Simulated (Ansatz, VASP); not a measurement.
Al: VASP beside Ansatz

```
Al
1.0
     2.81478    0.00000    0.00000
    -1.40739    2.43767    0.00000
     0.00000    0.00000    9.05696
Al
4
Direct
  0.00000 0.00000 0.00000
  0.33333 0.66667 0.25000
  0.00000 0.00000 0.50000
  0.66667 0.33333 0.75000
```

Change from the starting cell: strain along c alone, the other axes held, atoms relaxed: -2.0 %.

Alike in both runs: task single point; functional PBE; dispersion D3(BJ); k mesh 21 × 21 × 6; occupations gaussian, width 0.1 eV; no spin polarisation.

|  | VASP | Ansatz |
| --- | --- | --- |
| version | VASP 6.6.1 | Ansatz 0.2.0 |
| potentials or method | VASP PAW PBE potentials, release 64 (Al) | scalar-relativistic, plane waves, PAW |
| plane-wave cutoff (eV) | 520 | 420 |
| valence electrons in the cell | 12 | 12 |

|  | VASP | Ansatz | Ansatz less VASP |
| --- | --- | --- | --- |
| gap on the k mesh at the Fermi level (eV) | none | none | - |
| pressure (GPa) | 1.8 | 1.8 | +0.03 |
| largest component of the traceless stress (GPa) | 1.87 | 1.87 | -0.003 |

A gap of «none» marks a metal or a gap that the smearing closes.

Caveats: pairwise dispersion overbinds metals, which lowers pressure and volume.
